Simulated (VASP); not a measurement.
AlN:

```
Al N
1.0
     0.00000    2.03452    2.03452
     2.03452    0.00000    2.03452
     2.03452    2.03452    0.00000
Al N
1 1
Direct
  0.50000 0.50000 0.50000
  0.00000 0.00000 0.00000
```

Measurements of this composition are mostly on another form, of space group No. 186.

* Program: VASP 6.6.1
* Task: relaxation of cell and atoms
* Functional: r2SCAN
* Potentials or basis: VASP PAW PBE potentials, release 64 (Al, N)
* Cutoff: 600 eV
* k mesh: 10 × 10 × 10
* Occupations: gaussian, width 0.02 eV
* Spin: no spin polarisation

At the start: pressure -6.8 GPa; volume 8.42 Å³/atom.

Task: Where does the relaxation end?

Result: Over 3 steps the energy falls by 4.7 meV/atom and the volume is 8.21 Å³/atom (-2.6 %); space group Fm-3m (No. 225, to 0.05 Å).

The path:
```tsv
step	energy change (eV)	largest force (eV/Å)	pressure (GPa)	volume (Å³)
1	0.0000	0.0000	-6.78	16.84
2	0.0005	0.0000	7.73	15.99
3	-0.0094	0.0000	0.08	16.41
```

Final structure:
```
Al N
1.0
     0.00000    2.01700    2.01700
     2.01700    0.00000    2.01700
     2.01700    2.01700    0.00000
Al N
1 1
Direct
  0.50000 0.50000 0.50000
  0.00000 0.00000 0.00000
```

Caveat: the PAW data sets were made with another functional, which shifts forces and pressure a little.
